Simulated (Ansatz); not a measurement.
Consider the following.

```xyz
3
Lattice="0.0000 2.5772 2.5447 2.5447 0.0000 2.5447 2.5447 2.5772 0.0000" Properties=species:S:1:pos:R:3 pbc="T T T"
Zr     0.0000     0.0000     0.0000
O      1.2723     1.2886     1.2723
O      3.8170     3.8659     3.8170
```

No spin polarisation.

Level of theory: r2SCAN (Ansatz, a quantum-chemistry and plane-wave program, PAW, no spin-orbit coupling). Settings: 11×11×11 k-points, 0.05 eV Fermi–Dirac smearing.

### Question
Predict the stress (xx, yy, zz, yz, xz, xy; compression positive).

### Answer
(-1.25, -7.03, -1.25, 0.00, 0.00, 0.00) GPa.

### Question
What band gap does the calculation give?

### Answer
3.74 eV.

### Question
What gap character does the calculation give?

### Answer
Indirect, X → Γ.

### Question
What electron mass does the calculation give?

### Answer
0.52 mₑ along y, 1.2 mₑ across (at Γ).

The cells carry an imposed strain or load. Effective masses come from finite differences of ±0.01 Å⁻¹. Whether these cells are dynamically stable was not tested. The cell was made from ZrO$_{2}$ in the fluorite structure (space group Fm-3m, No. 225) by this change: uniaxial strain ε_yy = +1.28 %. This is not the structure that ZrO2 has at room temperature and ambient pressure.
